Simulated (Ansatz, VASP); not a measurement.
## Sb: VASP beside Ansatz

```
Sb
1.0
     3.47392    0.00000    0.00000
    -1.73696    3.00851    0.00000
     0.00000    0.00000    5.75493
Sb
2
Direct
  0.33333 0.66667 0.25000
  0.66667 0.33333 0.75000
```

Alike in both runs: task single point; functional revPBE; k mesh 12 × 12 × 7; occupations fermi-dirac, width 0.1 eV; no spin polarisation.

|  | VASP | Ansatz |
| --- | --- | --- |
| version | VASP 6.6.1 | Ansatz 0.2.0 |
| potentials or method | VASP PAW PBE potentials, release 64 (Sb) | plane waves (420 eV) with PAW, scalar-relativistic |
| plane-wave cutoff (eV) | 520 | 420 |
| valence electrons in the cell | 10 | 30 |

|  | VASP | Ansatz | Ansatz less VASP |
| --- | --- | --- | --- |
| pressure (GPa) | -3.6 | -3.5 | +0.16 |
| largest component of the traceless stress (GPa) | 0.47 | 0.46 | -0.005 |

With one functional, cell and mesh, what is left measures potentials, basis and numerics. The two sets of potentials don't hold the same shells in valence.

Caveats: the PAW data sets were made with another functional, which shifts forces and pressure a little (VASP). Spin-orbit coupling is left out, which matters for the levels of Sb.
